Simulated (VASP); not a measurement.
Wanted: the native input for a VASP 6.6.1 run.

| Property | Result |
| --- | --- |
| Task | single point |
| Functional | LDA |
| Potentials or basis | VASP PAW LDA potentials, release 64 (Ni, O) |
| Cutoff | 520 eV |
| k mesh | 7 × 7 × 7 |
| Occupations | fermi-dirac, width 0.05 eV |
| Spin | collinear spin, antiferromagnetic start |
| Starting moments | [1.0, -1.0, 0.0, 0.0] μB |
| Hubbard terms | Ni d U = 6 eV |
| Supercell matrix | [0, 1, 1, 1, 0, 1, 1, 1, 0] |
| Further INCAR settings | ALGO = Normal; EDIFF = 1e-07 |

The structure of NiO lies in POSCAR:

```
NiO
1.0
    0.0000000000      2.5046153800      2.5046153800
    2.5046153800      0.0000000000      2.5046153800
    2.5046153800      2.5046153800      0.0000000000
Ni O
2 2
Direct
    0.0000000000      0.0000000000      0.0000000000
    0.5000000000      0.5000000000      0.5000000000
    0.2500000000      0.2500000000      0.2500000000
    0.7500000000      0.7500000000      0.7500000000
```

Measurements of this composition are mostly on another form, of space group No. 225.

These files were run (other wordings do the same):

INCAR

```
SYSTEM = NiO
ALGO     = Normal         ! electronic algorithm
EDIFF    = 1E-7           ! SCF threshold, eV
ENCUT    = 520            ! plane-wave cutoff, eV
ISIF     = 2              ! what is computed and relaxed
ISMEAR   = -1             ! smearing method
ISPIN    = 2              ! spin polarisation
LASPH    = .True.         ! aspherical terms in the spheres
LCHARG   = .False.        ! write CHGCAR
LDAU     = .True.         ! DFT+U
LDAUJ    = 0 0          
LDAUL    = 2 -1           ! shell
LDAUPRINT= 1            
LDAUTYPE = 2            
LDAUU    = 6 0            ! U, eV
LMAXMIX  = 4              ! l up to which the mixer works
LORBIT   = 11             ! projections on sites
LREAL    = .False.        ! projectors in reciprocal space
LWAVE    = .False.        ! write WAVECAR
MAGMOM   = 1 -1 0 0       ! initial moments
NELM     = 150            ! most SCF steps
PREC     = Accurate       ! precision mode
SIGMA    = 0.05           ! smearing width, eV
```

KPOINTS

```
k-points
0
Gamma
  7 7 7
  0 0 0
```

Potentials or basis: VASP PAW LDA potentials, release 64 (Ni, O).

Command:

```sh
$ cat potpaw_LDA.64/Ni/POTCAR potpaw_LDA.64/O/POTCAR > POTCAR
$ mpirun -np 1 vasp_std > vasp.out
```

It gave:

```json
{
 "Pressure": "-4.2 GPa",
 "Band gap on the k mesh": "none (metal or under the smearing width)",
 "Net moment": "0.00 μB per cell",
 "Site moments": "Ni +1.36, -1.36; O +0.00 μB",
 "Valence electrons inside the program's atomic spheres": "Ni 9.28; O 4.91"
}
```

Run time: 30 s on 1 thread of Intel(R) Xeon(R) Platinum 8375C CPU @ 2.90GHz (Ice Lake) (shared host), peak memory 0.15 GiB.
